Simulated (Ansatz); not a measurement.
# AlN (F-43m) in Ansatz: settings compared

The runs below take AlN through relaxation of cell and atoms, with r2SCAN+rVV10, rPW86-PBE.

Everything below comes from runs of Ansatz 0.2.0. Logs are shortened: lines on timing, memory, paths and dates and some standing lists are left out, and cuts for length are marked.

### 1 The structure

Symmetry: F-43m, No. 216, cubic system. Conventional cell: a = 4.368 Å, b = 4.368 Å, c = 4.368 Å, α = 90.00°, β = 90.00°, γ = 90.00°. Al (site symmetry -43m) has 4 N at 1.89 Å as nearest neighbours. N (site symmetry -43m) is surrounded by 4 Al at 1.89 Å.

Measurements of this composition are mostly on another form, of space group No. 186.

### 2 Relaxation of cell and atoms, r2SCAN+rVV10

input.yaml reads:

```yaml
crystal:
  lattice:
    - [0.0, 2.1839935596, 2.1839935596]
    - [2.1839935596, 0.0, 2.1839935596]
    - [2.1839935596, 2.1839935596, 0.0]
  atoms:
    - { symbol: Al, position: [0.0, 0.0, 0.0] }
    - { symbol: "N", position: [0.25, 0.25, 0.25] }
hamiltonian:
  xc: r2scan
  pseudopotentials: { kind: paw }
  dispersion: rvv10
kpoints:
  mp_grid: { grid: [10, 10, 10] }
scf:
  occupations: { method: fermi_dirac, width: 0.05 }
output:
  forces: true
  stress: true
relax:
  f_tol: 0.01
  max_steps: 40
  cell: { stress_tol: 0.05 }
```

Potentials or basis: Ansatz PAW.

Command:

```bash
ansatz run input.yaml --threads 2 --pin off --max-ram 5120MiB --backend cpu --events-out ev --progress --plain --runs-dir out
```

Standard output:

```text
Warning: RAYON_NUM_THREADS=2 ignored (pool sized by the plan → 2); use --threads N
Engine: ansatz 0.2.0, x86_64-unknown-linux-gnu
Pseudopotentials: kind: paw
Pseudopotential: Al, paw, valence charge 3, recommended cutoff 500 eV (meta_gga), Al.paw.azcp
Pseudopotential: N, paw, valence charge 5, recommended cutoff 500 eV (meta_gga), N.paw.azcp
Functional definition: r2SCAN+rVV10
  parameter k0 = 0.174
  parameter k1 = 0.065
  parameter a1 = 4.9479
  exchange = r2scan_x(k0 = k0, k1 = k1, a1 = a1)
  correlation = r2scan_c + rvv10(11.95, 0.0093)
Crystal: 2 atoms, lattice volume = 20.835 Å³
Basis set: ecut = 500 eV, 531 PW (Γ), exchange–correlation on 108×108×108 points (64 copies of the dense FFT grid, shifted against one another)
Bands: 8, of which v1, the nominal top of the filled ones, is band 4 counted from 1 (3 counted from 0)
Symmetry: 24 space group operations
Space group: F-43m (ITA 216), of the structure as read, at distance tolerance 2.8e-5 Å
k-points: 47 of 1000 (time reversal used)
Non-local potential: Al, projectors of the file, l = 0: 2, l = 1: 2, l = 2: 1
Non-local potential: N, projectors of the file, l = 0: 2, l = 1: 2, l = 2: 1
PAW form: soft (Blöchl's): semilocal exchange-correlation on the pseudo side does not see the compensation charge
rVV10 density: all electrons in the spheres
PAW frozen core: Al, regenerated for the run's functional (the file was generated under x = pbe(κ = 0.804, μ = 0.2195149727645171), c = pbe(β = 0.06672455060314922))
PAW frozen core: N, regenerated for the run's functional (the file was generated under x = pbe(κ = 0.804, μ = 0.2195149727645171), c = pbe(β = 0.06672455060314922))
PAW one-centre angular grid: Al, 302 points (default); XC on 160 Gauss nodes
PAW one-centre angular grid: N, 302 points (default); XC on 160 Gauss nodes
Initial density: superposition of atomic densities (neutral atoms: chi_scale 0, normalization atom), corrected by the library's trained network
Initial wavefunctions: pseudopotential atomic-orbital guess
Functional: x = r2scan, c = r2scan + rvv10(b = 11.95, C = 0.0093); τ floored in thin density (d = 2e-4 eV/Å³)
SCF iter   1: F=—  HF=-927.737030 eV  |F-HF|=—  |Δ(HF+E_count)|=         —  Δρ=6.01e-3  dr2=6.95e-3  dr2_τ=1.51e-1  ethr=1.77e-3  ⟨swp⟩=4.7  Hψ=2785  notcnv=0
preconditioner: auto → none  [insulator: Δε(μ)=3.906 eV  Ē_g=16.537 eV  σ=0.050 eV  W_gap=1.00  n_scr=0 (ndim 8)  ℏωp=23.0 eV  f_vac=0.000  D(μ)=0.00/eV (n_scr^D=0)  ε∞_Penn≈2.9]
SCF iter   2: F=—  HF=-927.808138 eV  |F-HF|=—  |Δ(HF+E_count)|=   7.11e-2  Δρ=4.29e-3  dr2=1.90e-3  dr2_τ=9.46e-5  ethr=8.69e-5  ⟨swp⟩=2.1  Hψ=1135  notcnv=0
SCF iter   3: F=—  HF=-927.807805 eV  |F-HF|=—  |Δ(HF+E_count)|=   3.33e-4  Δρ=3.24e-4  dr2=1.61e-5  dr2_τ=2.43e-5  ethr=2.37e-5  ⟨swp⟩=3.0  Hψ=672  notcnv=0
SCF iter   4: F=—  HF=-927.807813 eV  |F-HF|=—  |Δ(HF+E_count)|=   8.59e-6  Δρ=1.80e-4  dr2=7.09e-6  dr2_τ=3.35e-7  ethr=2.01e-7  ⟨swp⟩=2.0  Hψ=561  notcnv=0
SCF iter   5: F=—  HF=-927.807812 eV  |F-HF|=—  |Δ(HF+E_count)|=   1.14e-6  Δρ=2.99e-5  dr2=2.05e-7  dr2_τ=5.93e-8  ethr=8.86e-8  ⟨swp⟩=2.5  Hψ=544  notcnv=0
SCF iter   6: F=-927.807812 eV  HF=-927.807812 eV  |F-HF|=4.39e-8  |Δ(HF+E_count)|=   1.86e-8  Δρ=1.91e-5  dr2=8.88e-8  dr2_τ=1.73e-9  ethr=1.25e-9  ⟨swp⟩=3.4  Hψ=962  notcnv=0
SCF 1 converged in 6 iterations: F = -927.807812 eV  dr2 = 8.88e-8
relax step   1: F+E_penalty+E_count = -927.80781197 eV  Δ(F+E_penalty+E_count) = +0.000e0 eV  max|allowed force component| = 1.989e-16 eV/Å  Δτ_max = 0.0000 Å  P = -0.473 GPa  Ω = 20.835 Å³  (6 SCF iters, dr2 threshold 1.00e-7 eV, accepted)
Crystal: 2 atoms, lattice volume = 20.811 Å³
rVV10 density: all electrons in the spheres
Initial density: handed on by an earlier stage of this run
Initial wavefunctions: those handed on with the density
iter 1 solved again at ethr=2.13e-7 eV; its pass at ethr=3.10e-3 eV (dr2=1.70e-5 eV) is discarded
SCF iter   1: F=—  HF=-927.807871 eV  |F-HF|=—  |Δ(HF+E_count)|=         —  Δρ=2.65e-4  dr2=1.70e-5  dr2_τ=7.48e-6  ethr=2.13e-7  ⟨swp⟩=1.0  Hψ=2797  notcnv=0
automatic band count: iteration 1 solves 7 bands in place of 8: the levels show a gap, and the empty bands left out lie too high to hold charge; the band table lists the bands solved (type scf.n_extra_bands for more)
preconditioner: auto → none  [insulator: Δε(μ)=3.903 eV  Ē_g=15.558 eV  σ=0.050 eV  W_gap=1.00  n_scr=0 (ndim 8)  ℏωp=23.0 eV  f_vac=0.000  D(μ)=0.00/eV (n_scr^D=0)  ε∞_Penn≈3.2]
SCF iter   2: F=—  HF=-927.807871 eV  |F-HF|=—  |Δ(HF+E_count)|=   3.72e-7  Δρ=9.76e-5  dr2=1.06e-6  dr2_τ=7.35e-7  ethr=2.13e-7  ⟨swp⟩=2.0  Hψ=498  notcnv=0
SCF iter   3: F=-927.807870 eV  HF=-927.807870 eV  |F-HF|=8.15e-9  |Δ(HF+E_count)|=   1.50e-7  Δρ=2.95e-5  dr2=1.27e-7  dr2_τ=7.53e-9  ethr=2.50e-9  ⟨swp⟩=4.0  Hψ=1033  notcnv=0
SCF 2 converged in 3 iterations: F = -927.807870 eV  dr2 = 1.27e-7
relax step   2: F+E_penalty+E_count = -927.80787048 eV  Δ(F+E_penalty+E_count) = -5.851e-5 eV  max|allowed force component| = 1.318e-16 eV/Å  Δτ_max = 0.0000 Å  P = -0.230 GPa  Ω = 20.811 Å³  energy of the carried Pulay correction = +6.080e-6 eV  (3 SCF iters, dr2 threshold 2.00e-7 eV, accepted)
Crystal: 2 atoms, lattice volume = 20.788 Å³
rVV10 density: all electrons in the spheres
iter 1 solved again at ethr=1.83e-7 eV; its pass at ethr=3.10e-3 eV (dr2=1.47e-5 eV) is discarded
SCF iter   1: F=—  HF=-927.807892 eV  |F-HF|=—  |Δ(HF+E_count)|=         —  Δρ=2.39e-4  dr2=1.47e-5  dr2_τ=6.68e-6  ethr=1.83e-7  ⟨swp⟩=1.0  Hψ=2797  notcnv=0
automatic band count: iteration 1 solves 7 bands in place of 8: the levels show a gap, and the empty bands left out lie too high to hold charge; the band table lists the bands solved (type scf.n_extra_bands for more)
preconditioner: auto → none  [insulator: Δε(μ)=3.904 eV  Ē_g=15.568 eV  σ=0.050 eV  W_gap=1.00  n_scr=0 (ndim 8)  ℏωp=23.0 eV  f_vac=0.000  D(μ)=0.00/eV (n_scr^D=0)  ε∞_Penn≈3.2]
SCF iter   2: F=—  HF=-927.807893 eV  |F-HF|=—  |Δ(HF+E_count)|=   1.72e-7  Δρ=9.81e-5  dr2=1.01e-6  dr2_τ=6.17e-7  ethr=1.83e-7  ⟨swp⟩=2.0  Hψ=500  notcnv=0
SCF iter   3: F=—  HF=-927.807892 eV  |F-HF|=—  |Δ(HF+E_count)|=   1.16e-7  Δρ=3.21e-5  dr2=1.56e-7  dr2_τ=1.10e-8  ethr=1.65e-9  ⟨swp⟩=4.1  Hψ=1039  notcnv=0
SCF iter   4: F=-927.807892 eV  HF=-927.807892 eV  |F-HF|=1.24e-9  |Δ(HF+E_count)|=   2.94e-9  Δρ=6.65e-6  dr2=4.44e-9  dr2_τ=5.33e-10  ethr=1.65e-9  ⟨swp⟩=3.8  Hψ=912  notcnv=0
SCF 3 converged in 4 iterations: F = -927.807892 eV  dr2 = 4.44e-9
relax step   3: F+E_penalty+E_count = -927.80789239 eV  Δ(F+E_penalty+E_count) = -2.191e-5 eV  max|allowed force component| = 1.642e-16 eV/Å  Δτ_max = 0.0000 Å  P = +0.001 GPa  Ω = 20.788 Å³  energy of the carried Pulay correction = +1.182e-5 eV  (4 SCF iters, dr2 threshold 1.32e-7 eV, accepted)
rVV10 density: all electrons in the spheres
Initial wavefunctions: pseudopotential atomic-orbital guess (no wavefunctions were taken with the density)
iter 1 solved again at ethr=3.49e-8 eV; its pass at ethr=3.10e-3 eV (dr2=2.79e-6 eV) is discarded
SCF iter   1: F=—  HF=-927.807883 eV  |F-HF|=—  |Δ(HF+E_count)|=         —  Δρ=7.13e-6  dr2=4.40e-9  dr2_τ=1.07e-9  ethr=3.49e-8  ⟨swp⟩=3.0  Hψ=3857  notcnv=0
preconditioner: auto → none  [insulator: Δε(μ)=3.900 eV  Ē_g=16.515 eV  σ=0.050 eV  W_gap=1.00  n_scr=0 (ndim 8)  ℏωp=23.0 eV  f_vac=0.000  D(μ)=0.00/eV (n_scr^D=0)  ε∞_Penn≈2.9]
SCF iter   2: F=—  HF=-927.807884 eV  |F-HF|=—  |Δ(HF+E_count)|=   3.44e-7  Δρ=2.62e-6  dr2=8.14e-10  dr2_τ=1.09e-10  ethr=5.50e-11  ⟨swp⟩=2.4  Hψ=543  notcnv=0
SCF iter   3: F=—  HF=-927.807884 eV  |F-HF|=—  |Δ(HF+E_count)|=  4.28e-10  Δρ=1.63e-6  dr2=3.25e-10  dr2_τ=9.28e-11  ethr=1.02e-11  ⟨swp⟩=2.0  Hψ=548  notcnv=0
SCF iter   4: F=-927.807884 eV  HF=-927.807884 eV  |F-HF|=7.96e-13  |Δ(HF+E_count)|=  3.66e-11  Δρ=6.70e-8  dr2=3.58e-13  dr2_τ=3.59e-14  ethr=1.00e-12  ⟨swp⟩=3.8  Hψ=1548  notcnv=0
SCF 4 converged in 4 iterations: F = -927.807884 eV  dr2 = 3.58e-13
relax step   4: F+E_penalty+E_count = -927.80788371 eV  Δ(F+E_penalty+E_count) = +8.679e-6 eV  max|allowed force component| = 1.087e-16 eV/Å  Δτ_max = 0.0000 Å  P = +0.001 GPa  Ω = 20.788 Å³  stress off target by 6.66e-4 GPa  SCF on the basis re-selected at this cell (its energy is not comparable with the rows above)  (4 SCF iters)
basis re-selected at this cell: Δ(F+E_penalty+E_count) = +8.679e-6 eV, ΔP = -0.000 GPa vs the last step (what re-selecting the basis moved, of the pressure what is left beyond the Pulay correction that the steps carried, after the strain that the cell walked since its last selection, with what the two solves' SCF thresholds leave and, on support functions, any second-order correction that the steps lacked; it is no measure of the basis error at this ecutwfc). This SCF's stress stands 6.66e-4 GPa from its target on what of the cell is left free (relax.cell.stress_tol is 5.00e-2 GPa) and its largest allowed force component is 1.09e-16 eV/Å (relax.f_tol is 1.00e-2 eV/Å): within both
SCF converged after 4 iterations
Free energy (F): -927.807884 eV
Harris-Foulkes:  -927.807884 eV  (|F-HF|=7.96e-13)
Internal energy: -927.807884 eV  (E = F + TS)
E sigma→0 (E₀):  -927.807884 eV
Fermi energy:    8.717007 eV
--- Per-component energies (eV) ---
  E_band       = 11.531967
  E_kinetic    = 160.473470
  E_local      = -222.939406  (includes V_loc(G=0)·N_el)
  E_nonlocal   = 54.325154
  E_hartree    = 77.928432
  E_xc         = -98.207402
  E_vxc        = -119.048410  (∫ρ·V_xc dr)
  E_paw        = -602.473711  (= ΣΔE_a)
  E_vpaw       = -23.525708  (= ΣTr[D̂ρ^β])
  E_aug_tail   = 0.000013  (compensation charges beyond the density's cutoff)
  E_vtau       = 6.389992  (kinetic-family band-sum trace: ∫τ·v_τ [+ j·A + Jᵃ·Aᵃ] dr)
  E_ewald      = -296.824761
  E_core_change = -0.089673  (= ΣΔE_core)
  E_smearing   = -0.000000  (= −TS)
  E_closure    = 0.000000  (closes the sum)
  Σ components = -927.807884   (vs F -927.807884, Δ=0.00e0)
--- Forces (eV/Å), atoms counted from 1 ---
  atom   1  Al     0.00000000    -0.00000000    -0.00000000
  atom   2  N      0.00000000     0.00000000     0.00000000
  max |Σ_I F_I| component: 6.01e-17 eV/Å
--- Stress (GPa, compression-positive) ---
        0.000666       0.000000      -0.000000
        0.000000       0.000666       0.000000
        0.000000       0.000000       0.000666
  P = ⅓ Tr σ = 0.0007 GPa (0.007 kbar)
--- Relaxed structure (3 steps of the walk, 3 accepted, 1 SCFs on fresh bases) ---
  F+E_penalty+E_count = -927.80788371 eV   max|allowed force component| = 1.087e-16 eV/Å   (the final SCF, on the basis selected at the relaxed cell)
  cell:  # Å, volume = 20.7880 Å³
    - [9.30303471943515e-34, 2.1823659609904253, 2.1823659609904253]
    - [2.1823659609904253, 2.175485012482375e-33, 2.1823659609904253]
    - [2.1823659609904253, 2.1823659609904253, 1.2770276157444573e-33]
  atoms:
    - { symbol: Al, position: [-2.523803860623692e-34, 2.7304847955246318e-34, 2.560547137939415e-34] }
    - { symbol: N, position: [0.25, 0.25, 0.25] }
```

Run time: 6 s. Hardware: 2 threads of Intel Xeon at 2.60GHz (Ice Lake), shared host; peak memory 0.44 GiB.

What came out:

```
Free energy                            : -927.8079 eV
Relaxed volume                         : 10.39 Å³/atom
Relaxed cell                           : a = 3.086 Å, b = 3.086 Å, c = 3.086 Å, α = 60.00°, β = 60.00°, γ = 60.00°
Space group after relaxing (to 0.05 Å) : F-43m (No. 216)
Energy gained by relaxing              : 0.0 meV/atom
Ionic steps                            : 4
Pressure after relaxing                : 0.0 GPa
Band gap on the k mesh                 : 3.90 eV
```

Final structure:
```xyz
2
Lattice="0.0000 2.1824 2.1824 2.1824 0.0000 2.1824 2.1824 2.1824 0.0000" Properties=species:S:1:pos:R:3 pbc="T T T"
Al    0.0000    0.0000    0.0000
N     1.0912    1.0912    1.0912
```

Caveat: the plane-wave basis is chosen anew once the cell has moved, so the energies of steps on either side of that aren't comparable; the PAW data sets come from PBE, with cores solved anew for the run's functional, which leaves a small shift of forces and pressure.

(Continued in part 2 of 2.)
